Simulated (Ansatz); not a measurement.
Ge:

```
Ge
1.0
     0.00000    2.82891    2.82891
     2.82891    0.00000    2.82891
     2.82891    2.82891    0.00000
Ge
2
Cartesian
  4.2434 4.2434 4.2434
  2.8289 2.8289 2.8289
```

Base run:

```yaml
Program: Ansatz 0.2.0
Functional: PBE
Potentials_or_basis: all-electron LAPW, scalar-relativistic
Cutoff: 316 eV (chosen from the basis error)
Basis_error_allowed: 0.001 eV/atom
k_mesh: 8 × 8 × 8
Occupations: gaussian, width 0.029 eV
Spin: no spin polarisation
```

Its results: pressure 3.6 GPa.

Question: The run is repeated on the same cell with these changes: functional from PBE to LDA; occupations from gaussian, width 0.029 eV to fermi-dirac, width 0.05 eV. What comes out?

Answer: Pressure -1.3 GPa.
